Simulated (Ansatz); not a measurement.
# ZnAu: what symmetry allows forces and stress to be

```
Zn Au
1.0
     3.14700    0.00000    0.00000
     0.00000    3.14700    0.00000
     0.00000    0.00000    3.14700
Zn Au
1 1
Cartesian
  1.5735 1.5735 1.7235
  0.0000 0.0000 0.0000
```

These are results of Ansatz 0.2.0, DFT PBE, scalar-relativistic, plane waves, PAW, not measurements.

Plane waves to 420 eV, a k mesh through Γ of 12×12×12 on the computed 2-atom cell and Gaussian smearing (0.10 eV); no spin polarisation.

This distorted cell has space group P4mm, with 8 operations.

Q: Without a calculation: in which directions can each atom feel a force?

A: A force must be left unchanged by every operation that keeps its atom in place, so it lies in the space that those operations leave fixed. Atoms that the group maps onto each other feel forces of one size.
| atom | site symmetry | operations at the site | equivalent to atom | allowed force (Cartesian) |
| --- | --- | --- | --- | --- |
| Zn1 | 4mm | 8 | 1 | along (0.00, 0.00, 1.00) |
| Au2 | 4mm | 8 | 2 | along (0.00, 0.00, 1.00) |

That leaves 2 independent force components of 6, tied by 1 condition that the forces sum to zero, so 1 remains. A relaxation in this cell that keeps the symmetry moves the atoms in these directions alone.

Q: And the stress tensor?

A: It must be invariant under the point group, which leaves 2 independent components: yz, xz, xy vanish; xx = yy.

Q: Do the computed values obey this?

A: Yes. Forces (eV/Å):
```
Zn1  0.000  0.000 -0.564
Au2  0.000  0.000  0.564
```

Stress (GPa, compression positive, xx yy zz yz xz xy): 6.36 6.36 5.30 0.00 0.00 0.00. The program imposes the same operations on density, forces and stress, so this confirms the analysis and is no independent test of the calculation.

Spin–orbit coupling is left out, which can shift energies with elements as heavy as these.